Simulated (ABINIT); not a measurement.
The system is Ta.

```
Ta
1.0
    -1.65128    1.65128    1.65128
     1.65128   -1.65128    1.65128
     1.65128    1.65128   -1.65128
Ta
1
Cartesian
  0.0000 0.0000 0.0000
```

Base run:

- Program: ABINIT 10.8.3 (patched build)
- Functional: r2SCAN
- Potentials or basis: Ansatz NC r2SCAN
- Cutoff: 1469 eV
- k mesh: 11 × 11 × 11
- Occupations: fermi-dirac, width 0.05 eV
- Spin: no spin polarisation

Its results: band gap on the k mesh none (metal or under the smearing width); pressure 0.7 GPa.

The run is repeated on the same cell with these changes: potentials or basis from Ansatz NC r2SCAN to PseudoDojo NC SR PBE v0.4.1 standard; cutoff from 1469 eV to 952 eV. What comes out?

Band gap on the k mesh none (metal or under the smearing width); pressure -1.9 GPa.

Caveats: a meta-GGA on potentials with a model core is unreliable (some runs); the potentials were made for another functional, which shifts forces and pressure (some runs).
